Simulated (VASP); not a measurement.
## A VASP 6.6.1 single-point calculation on SnSe

INCAR

```
LREAL = .FALSE.
NSW = 0
LWAVE = .FALSE.
GGA = PE
LASPH = .TRUE.
EDIFF = 1E-7
ISMEAR = -1
ISIF = 2
IBRION = -1
NELMIN = 8
ENCUT = 520
SIGMA = 0.02
LCHARG = .FALSE.
NBANDS = 34
PREC = Accurate
NELM = 60
```

KPOINTS

```
KPOINTS created by Atomic Simulation Environment
0
Gamma
6 6 6
0 0 0
```

POSCAR

```
Sn Se
 1.0000000000000000
     0.0336398429000000    3.3639842879000001    3.3639842879000001
     3.3639842879000001    0.0336398429000000    3.3639842879000001
     3.3976241308000001    3.3976241308000001    0.0000000000000000
 Sn  Se
   1   1
Cartesian
 -0.0000000000000000 -0.0000000000000000  0.0138765990918354
  1.6988120653999998  1.6988120653999998  1.6681155448581642
```

The recommended PBE PAW datasets give the neutral cell 20 valence electrons.

Command

```
mpirun -np 1 vasp_std
```

OSZICAR

```
N       E                     dE             d eps       ncg     rms          rms(c)
DAV:   1     0.179316135717E+03    0.17932E+03   -0.78037E+03  3676   0.632E+02
DAV:   2     0.184152815456E+02   -0.16090E+03   -0.14601E+03  3360   0.273E+02
DAV:   3    -0.710989515909E+01   -0.25525E+02   -0.25175E+02  3750   0.675E+01
DAV:   4    -0.807041192779E+01   -0.96052E+00   -0.95958E+00  3726   0.139E+01
DAV:   5    -0.808831005791E+01   -0.17898E-01   -0.17895E-01  4112   0.197E+00    0.335E+00
DAV:   6    -0.775218358779E+01    0.33613E+00   -0.65680E-01  5080   0.223E+00    0.198E+00
DAV:   7    -0.774824172642E+01    0.39419E-02   -0.84916E-02  3760   0.734E-01    0.104E+00
DAV:   8    -0.775125426051E+01   -0.30125E-02   -0.10948E-02  3644   0.483E-01    0.146E-01
DAV:   9    -0.775116801132E+01    0.86249E-04   -0.33061E-03  4056   0.230E-01    0.720E-02
DAV:  10    -0.775157873261E+01   -0.41072E-03   -0.95147E-04  3528   0.749E-02    0.218E-02
DAV:  11    -0.775159819351E+01   -0.19461E-04   -0.12618E-04  3782   0.314E-02    0.743E-03
DAV:  12    -0.775160387960E+01   -0.56861E-05   -0.12541E-05  3586   0.164E-02    0.287E-03
DAV:  13    -0.775160490412E+01   -0.10245E-05   -0.19156E-06  3716   0.374E-03    0.143E-03
DAV:  14    -0.775160500789E+01   -0.10377E-06   -0.47891E-07  3524   0.260E-03    0.328E-04
DAV:  15    -0.775160501956E+01   -0.11672E-07   -0.22396E-08  3448   0.486E-04
   1 F= -.77516050E+01 E0= -.77515017E+01  d E =-.206680E-03
```

From OUTCAR

```
k-points           NKPTS =     46   k-points in BZ     NKDIM =     46   number of bands    NBANDS=     34

   NELECT =      20.0000    total number of electrons

   dimension x,y,z NGX =    36 NGY =   36 NGZ =   36
   dimension x,y,z NGXF=    72 NGYF=   72 NGZF=   72

  energy-cutoff  :      520.00
  volume of cell :       76.13
      direct lattice vectors                 reciprocal lattice vectors
     0.033639843  3.363984288  3.363984288    -0.150134621  0.150134621  0.148633274
     3.363984288  0.033639843  3.363984288     0.150134621 -0.150134621  0.148633274
     3.397624131  3.397624131  0.000000000     0.147161658  0.147161658 -0.148633274

 k-points in reciprocal lattice and weights: KPOINTS created by Atomic Simulation Env
   0.00000000  0.00000000  0.00000000       0.005
   0.16666667 -0.00000000  0.00000000       0.019
   0.33333333  0.00000000  0.00000000       0.019
   0.50000000  0.00000000  0.00000000       0.009
   0.16666667  0.16666667  0.00000000       0.009
   0.33333333  0.16666667  0.00000000       0.019
   0.50000000  0.16666667  0.00000000       0.019
  -0.33333333  0.16666667  0.00000000       0.019
   ...

 E-fermi :   2.9590

 k-point     1 :       0.0000    0.0000    0.0000
  band No.  band energies     occupation
      1     -18.7733      2.00000
      2     -18.7732      2.00000
      3     -18.7728      2.00000
      4     -18.7605      2.00000
      5     -18.7604      2.00000
      6     -10.2674      2.00000
      7      -2.3190      2.00000
      8       0.6734      2.00000
      9       0.7096      2.00000
     10       0.7489      2.00000
     11       4.4358      0.00000
     12       4.4764      0.00000
     13       4.5143      0.00000
     14       7.8233      0.00000
     15      10.4390      0.00000
     16      10.4441      0.00000
     17      11.5966      0.00000
     18      11.6092      0.00000
     19      11.6273      0.00000
     20      13.8774      0.00000
     21      18.2362      0.00000
     22      18.5091      0.00000
     23      18.7487      0.00000
     24      20.9672      0.00000
     25      21.0396      0.00000
     26      21.0987      0.00000
     27      21.5852      0.00000
     28      21.7394      0.00000
     29      21.9342      0.00000
     30      22.5022      0.00000
     31      22.5936      0.00000
     32      24.5609      0.00000
     33      28.4333      0.00000
     34      28.4873      0.00000

 ...

  Total        0.3531937      0.3531937      0.3490200      0.1114017      0.0000000      0.0000000
  in kB        7.4331886      7.4331886      7.3453491      2.3445203      0.0000000      0.0000000
  external PRESSURE =       7.4039087 kB  Pullay stress =       0.0000000 kB

 POSITION                                       TOTAL-FORCE (eV/Angst)
 -----------------------------------------------------------------------------------
      3.39762      3.39762      0.01388         0.000000      0.000000      0.005123
      1.69881      1.69881      1.66812         0.000000      0.000000     -0.005123
 -----------------------------------------------------------------------------------
    total drift:                               -0.000000     -0.000000     -0.000502

  FREE ENERGIE OF THE ION-ELECTRON SYSTEM (eV)
  ---------------------------------------------------
  free  energy   TOTEN  =        -7.7516050196 eV

  energy  without entropy=       -7.7513983394  energy(sigma->0) =       -7.75150168
```

It converged. Results: gap between bands v and c on the k mesh 0.15 eV; least direct gap on the k mesh 0.64 eV; pressure 0.7 GPa. Band v is the last that the valence electrons fill when counted band by band, and c is the next.

For comparison, a separate PBE run of the intended cell, on usual settings and not on those above, gives a gap of 0.15 eV on its mesh and a pressure of 0.7 GPa.

The run above took about 1.9 min on one core of a shared host (Intel Xeon Platinum 8488C) and held 0.25 GiB at most.
